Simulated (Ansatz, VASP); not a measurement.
**One calculation of MgO, two programs**

```xyz
2
Lattice="0.0000 2.0796 2.0796 2.0796 0.0000 2.0796 2.0796 2.0796 0.0000" Properties=species:S:1:pos:R:3 pbc="T T T"
Mg    0.0000    0.0000    0.0000
O     2.0796    2.0796    2.0796
```

Alike in both runs: task relaxation of cell and atoms; functional LDA; k mesh 10 × 10 × 10; no spin polarisation.

```csv
,VASP,Ansatz
version,VASP 6.6.1,Ansatz 0.2.0
potentials or method,"VASP PAW LDA potentials, release 64 (Mg, O)","scalar-relativistic, plane waves, PAW"
plane-wave cutoff (eV),600,420
occupations,"gaussian, width 0.01 eV",fixed
valence electrons in the cell,8,16
```

|  | VASP | Ansatz | Ansatz less VASP |
| --- | --- | --- | --- |
| gap on the k mesh at the Fermi level, each at its own relaxed structure (eV) | 5.15 | 5.04 | -0.117 |
| relaxed volume (Å³/atom) | 8.89 | 8.99 | +0.100 |
| relaxed cell length with the largest relative difference (Å) | 2.930 | 2.941 | +0.0109 |

The two sets of potentials don't hold the same shells in valence.

LDA usually gives volumes a few per cent too small. Zero-point motion and thermal expansion aren't in these numbers.
